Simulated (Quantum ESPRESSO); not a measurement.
# Sb under changes of volume

One of the cells (26.654 Å³/atom); the others are scaled copies at fixed shape and fractional positions:

```
Sb
1.0
     3.35453    0.00000    0.00000
    -1.67727    2.90511    0.00000
     0.00000    0.00000    5.47016
Sb
2
Direct
  0.66667 0.33333 0.75000
  0.33333 0.66667 0.25000
```

This isn't the form of Sb at room conditions, which is rhombohedral.

- Program: Quantum ESPRESSO 7.5
- Functional: r2SCAN
- Potentials or basis: SG15 PBE 1.2
- Cutoff: 952 eV
- Density cutoff: 3810 eV
- k mesh: 7 × 7 × 4
- Occupations: fermi-dirac, width 0.05 eV
- Spin: no spin polarisation

```tsv
volume (Å³/atom)	energy over the lowest point (meV/atom)	pressure (GPa)
25.055	?	?
25.588	7.84	2.7
26.121	1.44	1.2
26.654	0.00	-0.2
27.187	2.98	-1.5
27.720	9.89	-2.6
28.253	20.24	-3.6
```

Task: What does the run at 25.055 Å³/atom give?

Result: Energy over the lowest point 19.76 meV/atom; pressure 4.5 GPa.

Worked out: A Birch-Murnaghan fit of order 3 (a polynomial in V^(-2/3)) to the other rows has its minimum at 26.55 Å³/atom with B0 = V·E''(V) = 68 GPa and B' = 5.0 at fixed shape and positions, which overstates the stiffness. It gives 19.87 meV/atom at 25.055 Å³/atom, against the run's 19.76, and -dE/dV = 4.5 GPa, against 4.5.

Energies are extrapolated to zero smearing.

Caveats: the potentials were made for another functional, which shifts forces and pressure.
